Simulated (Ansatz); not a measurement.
The following input was run with Ansatz 0.2.0.

```yaml
crystal:
  lattice:
    - [-3.3980283025, 3.3980283025, 2.1103455275]
    - [3.3980283025, -3.3980283025, 2.1103455275]
    - [3.3980283025, 3.3980283025, -2.1103455275]
  atoms:
    - { symbol: Ta, position: [0.7829399314, 0.6056050453, 0.3885449767] }
    - { symbol: Ta, position: [0.3943949547, 0.7829399314, 0.1773348861] }
    - { symbol: Ta, position: [0.6056050453, 0.2170600686, 0.8226651139] }
    - { symbol: Ta, position: [0.2170600686, 0.3943949547, 0.6114550233] }
    - { symbol: "N", position: [0.5, 0.5, 0.0] }
    - { symbol: "N", position: [0.9082991208, 0.3085216554, 0.2168207762] }
    - { symbol: "N", position: [0.6914783446, 0.9082991208, 0.5997774654] }
    - { symbol: "N", position: [0.3085216554, 0.0917008792, 0.4002225346] }
    - { symbol: "N", position: [0.0917008792, 0.6914783446, 0.7831792238] }
basis:
  ecutwfc: 500
kpoints:
  mp_grid: { grid: [10, 10, 10] }
hamiltonian:
  xc: r2scan
scf:
  occupations: { method: gaussian, width: 0.1 }
output:
  forces: true
  stress: true
  eigenvalues: true
relax:
  adjacent_minimum: "off"
  f_tol: 0.01
  max_steps: 30
  cell: { stress_tol: 0.1, fix: [volume] }
```

Command:
```bash
ansatz run input.yaml --threads 2 --pin off --max-ram 5120MiB --backend cpu --events-out ev --progress --plain --runs-dir out
```

Computed with Ansatz, DFT r2SCAN, scalar-relativistic, plane waves, PAW.

From the run's log, abridged (final results; tables in files aren't shown):

```
SCF 5 converged in 4 iterations: F = -41712.661494 eV  dr2 = 1.50e-10
SCF converged after 4 iterations
Free energy (F): -41712.661494 eV
Harris-Foulkes:  -41712.661494 eV  (|F-HF|=8.00e-11)
Internal energy: -41712.653523 eV  (E = F + TS)
E sigma→0 (E₀):  -41712.657508 eV
Entropy (-TS):   -0.007971 eV (-0.886 meV/atom)
Fermi energy:    18.884759 eV
--- Per-component energies (eV) ---
  E_band       = -372.470933
  E_kinetic    = 2142.942954
  E_local      = -3152.672960  (includes V_loc(G=0)·N_el)
  E_nonlocal   = 285.513645
  E_hartree    = 1093.486847
  E_xc         = -1123.985217
  E_vxc        = -1320.490832  (∫ρ·V_xc dr)
  E_paw        = -34338.842879  (= ΣΔE_a)
  E_vpaw       = -583.326395  (= ΣTr[D̂ρ^β])
  E_aug_tail   = 0.000449  (compensation charges beyond the density's cutoff)
  E_vtau       = 68.588496  (kinetic-family band-sum trace: ∫τ·v_τ [+ j·A + Jᵃ·Aᵃ] dr)
  E_ewald      = -6615.923419
  E_core_change = -3.172944  (= ΣΔE_core)
  E_smearing   = -0.007971  (= −TS)
--- Forces (eV/Å), atoms counted from 1 ---
  atom   1  Ta     0.00052525     0.00348386     0.00000000
  atom   2  Ta     0.00348386    -0.00052525     0.00000000
  atom   3  Ta    -0.00348386     0.00052525     0.00000000
  atom   4  Ta    -0.00052525    -0.00348386     0.00000000
  atom   5  N      0.00000000     0.00000000     0.00000000
  atom   6  N     -0.00030573    -0.00072611     0.00000000
  atom   7  N     -0.00072611     0.00030573     0.00000000
  atom   8  N      0.00072611    -0.00030573     0.00000000
  atom   9  N      0.00030573     0.00072611     0.00000000
--- Stress (GPa, compression-positive) ---
       10.068718       0.000000       0.000000
        0.000000      10.068718       0.000000
        0.000000       0.000000      10.049171
  P = ⅓ Tr σ = 10.0622 GPa (100.622 kbar)
--- Band table (eV; the first three rows and the last of 144) ---
  k-point 0: bands = ["-52.3017", "-52.2166", "-52.2091", "-52.2091", "-18.5986", "-18.5982", "-18.4317", "-18.4317", "-18.4135", "-18.4135", "-18.2040", "-18.0825", "-18.0127", "-17.9634", "-17.8449", "-17.8449", "-0.2590", "1.5561", "1.5561", "2.0075", "2.3393", "11.0804", "11.0804", "11.5825", "11.8256", "12.0871", "12.6257", "12.6257", "12.7936", "12.8870", "13.5107", "13.5107", "14.1073", "15.8605", "15.9645", "15.9645", "17.3766", "17.3766", "17.7570", "19.4862", "19.8844", "20.0928", "20.0928", "20.4852", "20.4852", "20.7402", "21.4632", "22.8299"]
  k-point 1: bands = ["-52.2999", "-52.2214", "-52.2089", "-52.2062", "-18.6097", "-18.5839", "-18.4475", "-18.4231", "-18.4141", "-18.4119", "-18.1909", "-18.0717", "-18.0144", "-17.9660", "-17.8624", "-17.8448", "-0.1965", "1.4950", "1.5558", "1.9783", "2.3594", "10.9641", "10.9974", "11.7579", "11.8508", "12.0246", "12.5801", "12.8162", "12.8965", "12.9848", "13.4972", "13.5662", "14.0010", "15.6319", "15.7560", "15.8880", "17.2904", "17.3501", "17.9242", "19.2376", "19.8344", "20.1150", "20.3213", "20.4826", "20.6190", "20.9642", "21.6465", "22.8903"]
  k-point 2: bands = ["-52.2949", "-52.2303", "-52.2086", "-52.2027", "-18.6298", "-18.5419", "-18.4859", "-18.4445", "-18.4157", "-18.3686", "-18.1592", "-18.0483", "-18.0187", "-17.9741", "-17.9114", "-17.8448", "-0.0176", "1.3583", "1.5533", "1.8931", "2.3795", "10.8035", "10.8935", "11.8846", "11.9211", "12.1466", "12.5964", "12.9216", "13.0608", "13.3194", "13.4585", "13.7292", "13.8263", "14.9317", "15.5138", "15.7191", "16.9517", "17.2656", "18.1952", "19.1551", "19.8775", "20.0936", "20.2219", "20.5156", "21.2858", "21.2913", "22.1015", "22.8754"]
  k-point 143: bands = ["-52.2538", "-52.2538", "-52.2201", "-52.2090", "-18.6204", "-18.6151", "-18.4702", "-18.3710", "-18.3710", "-18.2307", "-18.1330", "-18.1330", "-18.0691", "-18.0691", "-17.9482", "-17.8186", "1.0567", "1.2504", "1.2504", "1.4813", "2.0702", "10.9074", "10.9074", "11.3016", "11.3568", "12.4895", "13.5476", "13.5476", "13.5694", "13.6714", "13.7430", "13.7430", "13.7891", "14.7300", "14.9824", "14.9824", "15.3148", "16.6488", "16.9938", "18.3628", "18.3628", "21.6129", "21.7740", "21.7740", "22.3581", "22.4366", "22.4366", "22.5536"]
--- Relaxed structure (4 steps of the walk, 4 accepted, 1 SCFs on fresh bases) ---
  F+E_penalty+E_count = -41712.66149377 eV   max|allowed force component| = 3.484e-3 eV/Å   (the final SCF, on the basis selected at the relaxed cell)
  cell:  # Å, volume = 97.4692 Å³
    - [-3.39471380, 3.39471380, 2.11446849]
    - [3.39471380, -3.39471380, 2.11446849]
    - [3.39471380, 3.39471380, -2.11446849]
  atoms:
    - { symbol: Ta, position: [0.78373353, 0.60550636, 0.38923989] }
    - { symbol: Ta, position: [0.39449363, 0.78373353, 0.17822716] }
    - { symbol: Ta, position: [0.60550636, 0.21626646, 0.82177283] }
    - { symbol: Ta, position: [0.21626646, 0.39449363, 0.61076010] }
    - { symbol: N, position: [0.5, 0.5, 0.0] }
    - { symbol: N, position: [0.90894699, 0.30622045, 0.21516745] }
    - { symbol: N, position: [0.69377954, 0.90894699, 0.60272653] }
    - { symbol: N, position: [0.30622045, 0.09105300, 0.39727346] }
    - { symbol: N, position: [0.09105300, 0.69377954, 0.78483254] }
```

The relaxation met its thresholds.

The run took 65 s on 2 threads of AMD EPYC 9R45 96-Core Processor (Zen 5), with other jobs on the host, peak memory 1.1 GiB.

Spin–orbit coupling is left out, which can shift energies with elements as heavy as these.